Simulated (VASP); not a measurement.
TaN, 10 atoms in the cell. The cell holds a slab with vacuum, 10 atoms: a = 2.883 Å, b = 2.938 Å, c = 26.026 Å, α = 90.00°, β = 90.00°, γ = 90.00°.  The cell isn't the ideal one: the (1 0 0) slab of TaN, cut from the database cell, not relaxed.

- Program: VASP 6.6.1
- Task: single point
- Functional: PBE
- Potentials or basis: VASP PAW PBE potentials, release 64 (N, Ta_pv)
- Cutoff: 520 eV
- k mesh: 9 × 9 × 1
- Occupations: fermi-dirac, width 0.05 eV
- Spin: no spin polarisation
- Dipole correction: yes
- Further INCAR settings: ALGO = Normal; EDIFF = 1e-07; NBANDS = 51

Potentials or basis: VASP PAW PBE potentials, release 64 (N, Ta_pv).

Command:

```bash
$ cat potpaw_PBE.64/N/POTCAR potpaw_PBE.64/Ta_pv/POTCAR > POTCAR
$ mpirun -np 1 vasp_std > vasp.out
```

Hardware: 1 thread of Intel(R) Xeon(R) Platinum 8259CL CPU @ 2.50GHz (Skylake/Cascade Lake), with other jobs on the host.

Question: Estimate the wall time of this run.

Answer: It took 15 min on 1 thread of Intel(R) Xeon(R) Platinum 8259CL CPU @ 2.50GHz (Skylake/Cascade Lake) (shared host), peak memory 0.45 GiB. Counts: scf iterations 48, k points 25.
